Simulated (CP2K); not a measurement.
Runs of CP2K 2026.2 on W. The structure is cubic, space group Im-3m (No. 229). Conventional cell: a = 3.165 Å, b = 3.165 Å, c = 3.165 Å, α = 90.00°, β = 90.00°, γ = 90.00°. W (site symmetry m-3m) has 8 W at 2.74 Å as nearest neighbours. 

| level | potentials or basis | smearing | NGRIDS | potentials | gap on the mesh (eV) | pressure (GPa) |
| --- | --- | --- | --- | --- | --- | --- |
| RPBE | POTENTIAL_UZH W GTH-PBE-q14; TZVP-MOLOPT-PBE-GTH basis | gaussian 0.05 eV | 5 | W GTH-PBE-q14 of POTENTIAL_UZH | none | 6.5 |
| PBE | POTENTIAL_UZH W GTH-PBE-q14; TZVP-MOLOPT-PBE-GTH basis | gaussian 0.1 eV | 5 | W GTH-PBE-q14 of POTENTIAL_UZH | none | (a) |
| LDA | GTH_POTENTIALS W GTH-PADE-q14; TZVP-MOLOPT-PBE-GTH basis | gaussian 0.05 eV | 4 | W GTH-PADE-q14 of GTH_POTENTIALS | none | -68.1 |
| PBE | POTENTIAL_UZH W GTH-PBE-q14; TZVP-MOLOPT-PBE-GTH basis | gaussian 0.012 eV | 4 | W GTH-PBE-q14 of POTENTIAL_UZH | none | 3.9 |

Alike in all rows: task single point; no spin polarisation; cell as given; k mesh 12 × 12 × 12.

Problem. Fill in the values left out.

Solution. (a) 3.6.

Caveats: the basis of atomic orbitals isn't converged, which shifts pressures, moduli and gaps; the potentials were made for another functional, which shifts forces and pressure (some runs); a pressure of tens of GPa on the cell as given is suspect, and the run, the potentials or the cell itself is likely at fault (some runs).

A k mesh can miss the band edges, and the runs leave out spin-orbit coupling on W.

A gap of «none» marks a metal or a gap under the smearing width.
